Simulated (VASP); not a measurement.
# GaSb (F-43m) in VASP: further runs, part 2 of 2

VASP 6.6.1. The steps go on from the part before.

## 3. Single point, PBE

This run uses another cell than the first one, of 29.99 Å³/atom.

Input file INCAR:

```
  PREC = Accurate
  ENCUT = 520
  EDIFF = 1E-6
  ISMEAR = 0
  SIGMA = 0.1
  LREAL = F
  LASPH = T
  NELM = 80
  ALGO = Normal
  ISIF = 2
  LWAVE = F
  LCHARG = T
  GGA = PE
  LELF = T
  LVHAR = T
  NBANDS = 16
```

Input file KPOINTS:

```
Automatic mesh
0
Gamma
  16 16 16
```

Input file POSCAR:

```
GaSb
1.0
    0.0000000000      3.1068719571      3.1068719571
    3.1068719571      0.0000000000      3.1068719571
    3.1068719571      3.1068719571      0.0000000000
Ga Sb
1 1
Direct
    0.0000000000      0.0000000000      0.0000000000
    0.2500000000      0.2500000000      0.2500000000
```

Potentials or basis: VASP PAW PBE potentials, release 64 (Ga_d, Sb).

The run is started by

```sh
$ cat potpaw_PBE.64/Ga_d/POTCAR potpaw_PBE.64/Sb/POTCAR > POTCAR
$ mpirun -np 1 vasp_std > vasp.out
```

OUTCAR:

```text
PREC = Accurate
   ENCUT = 520
   EDIFF = 1E-6
   ISMEAR = 0
   LREAL = F
   LASPH = T
   NELM = 80
   ISIF = 2
   GGA = PE

 ion  position               nearest neighbor table
   1  0.000  0.000  0.000-   2 2.69   2 2.69   2 2.69   2 2.69
   2  0.250  0.250  0.250-   1 2.69   1 2.69   1 2.69   1 2.69

  LATTYP: Found a face centered cubic cell.
 ALAT       =     6.2137439142

  Lattice vectors:

 A1 = (   0.0000000000,   3.1068719571,   3.1068719571)
 A2 = (   3.1068719571,   0.0000000000,   3.1068719571)
 A3 = (   3.1068719571,   3.1068719571,   0.0000000000)

Analysis of symmetry for initial positions (statically):
=====================================================================
 Subroutine PRICEL returns:
 Original cell was already a primitive cell.

 Routine SETGRP: Setting up the symmetry group for a
 face centered cubic supercell.

 Subroutine GETGRP returns: Found 24 space group operations
 (whereof 24 operations were pure point group operations)
 out of a pool of 48 trial point group operations.

The static configuration has the point symmetry T_d .

Analysis of symmetry for dynamics (positions and initial velocities):
[... 162 lines left out ...]
 val. band max:        4.4043105456   @ k =   0.0000   0.0000   0.0000
 cond. band min:       4.7151812729   @ k =   0.5000   0.0000   0.0000
 fundamental gap:      0.3108707273
 Fermi energy:         4.4821651020

 k-point     1 :       0.0000    0.0000    0.0000
  band No.  band energies     occupation
      1     -10.5431      2.00000
      2     -10.5431      2.00000
      3     -10.5431      2.00000
      4     -10.5001      2.00000
      5     -10.5001      2.00000
      6      -6.7577      2.00000
[... 433 lines left out ...]
      3     -10.5416      2.00000
      4     -10.5005      2.00000
      5     -10.5001      2.00000
      6      -6.6567      2.00000
[... 8 lines left out ...]
     15      12.0687      0.00000
     16      12.4626      0.00000

 [... further k-points ...]

------------------------ aborting loop because EDIFF is reached ----------------------------------------

  FORCE on cell =-STRESS in cart. coord.  units (eV):
  Direction    XX          YY          ZZ          XY          YZ          ZX
  --------------------------------------------------------------------------------------
  -------------------------------------------------------------------------------------
  Total        0.0263193      0.0263193      0.0263193      0.0000000      0.0000000      0.0000000
  in kB        0.7030490      0.7030490      0.7030490      0.0000000      0.0000000      0.0000000
  external PRESSURE =       0.7030490 kB  Pullay stress =       0.0000000 kB

 VOLUME and BASIS-vectors are now :
 -----------------------------------------------------------------------------
  energy-cutoff  :      520.00
  volume of cell :       59.98
      direct lattice vectors                 reciprocal lattice vectors
     0.000000000  3.106871957  3.106871957    -0.160933571  0.160933571  0.160933571
     3.106871957  0.000000000  3.106871957     0.160933571 -0.160933571  0.160933571
     3.106871957  3.106871957  0.000000000     0.160933571  0.160933571 -0.160933571

 POSITION                                       TOTAL-FORCE (eV/Angst)
 -----------------------------------------------------------------------------------
      0.00000      0.00000      0.00000         0.000000      0.000000      0.000000
      1.55344      1.55344      1.55344        -0.000000     -0.000000     -0.000000
 -----------------------------------------------------------------------------------
    total drift:                                0.000001      0.000001      0.000001

  FREE ENERGIE OF THE ION-ELECTRON SYSTEM (eV)
  ---------------------------------------------------
  free  energy   TOTEN  =        -7.3736795725 eV

  energy  without entropy=       -7.3736070802  energy(sigma->0) =       -7.37364333
```

OSZICAR:

```text
N       E                     dE             d eps       ncg     rms          rms(c)
DAV:   1     0.831862952944E+02    0.83186E+02   -0.85957E+03  4704   0.135E+03
DAV:   2    -0.921038618821E+00   -0.84107E+02   -0.81064E+02  5544   0.299E+02
DAV:   3    -0.730379816315E+01   -0.63828E+01   -0.63691E+01  5504   0.652E+01
DAV:   4    -0.741844532118E+01   -0.11465E+00   -0.11463E+00  5856   0.975E+00
DAV:   5    -0.742119482061E+01   -0.27495E-02   -0.27495E-02  5952   0.134E+00    0.300E+00
DAV:   6    -0.738282882235E+01    0.38366E-01   -0.61144E-02  6640   0.375E+00    0.178E+00
DAV:   7    -0.737218570673E+01    0.10643E-01   -0.33840E-02  5384   0.148E+00    0.338E-01
DAV:   8    -0.737313833998E+01   -0.95263E-03   -0.41966E-03  6104   0.725E-01    0.717E-02
DAV:   9    -0.737361486503E+01   -0.47653E-03   -0.63384E-04  5424   0.197E-01    0.302E-02
DAV:  10    -0.737366440461E+01   -0.49540E-04   -0.52813E-05  6032   0.417E-02    0.875E-03
DAV:  11    -0.737367873593E+01   -0.14331E-04   -0.21282E-05  5368   0.324E-02    0.556E-03
DAV:  12    -0.737367979836E+01   -0.10624E-05   -0.17772E-06  5880   0.803E-03    0.144E-03
DAV:  13    -0.737367957252E+01    0.22585E-06   -0.77476E-08  3576   0.302E-03
   1 F= -.73736796E+01 E0= -.73736433E+01  d E =-.724924E-04
```

stdout:

```text
POSCAR found type information on POSCAR GaSb
 POSCAR found :  2 types and       2 ions
 scaLAPACK will be used
 LDA part: xc-table for (Slater+PW92), standard interpolation
 POSCAR, INCAR and KPOINTS ok, starting setup
 FFT: planning ... GRIDC
 FFT: planning ... GRID_SOFT
 FFT: planning ... GRID
 WAVECAR not read
 entering main loop
```

It took 2.2 min on 1 thread of Intel Xeon 6975P-C (Granite Rapids), shared host; peak memory 0.3 GiB.

Results:

* Free energy: -7.3737 eV
* Pressure: 0.1 GPa
* Band gap on the k mesh: zero (filled and empty bands touch)

Caveat: semilocal functionals underestimate gaps, and a narrow one can read as zero; spin-orbit coupling is left out, which moves the levels of the heavy elements.

## 4. Comparison with measurements

Step 3. Measured gap of GaSb: 0.811 eV (direct; 4.2 K; a printed reference work, data compilation). This calculation gives 0.00 eV (-0.81 eV). Spin-orbit coupling on Ga, Sb is left out. The value is that of PBE on a finite k mesh, which can miss the band edges, without temperature or zero-point motion. Semilocal functionals fall short of measured gaps as a rule.

The gap in the log of VASP goes by the Fermi energy; the results here count the filled bands.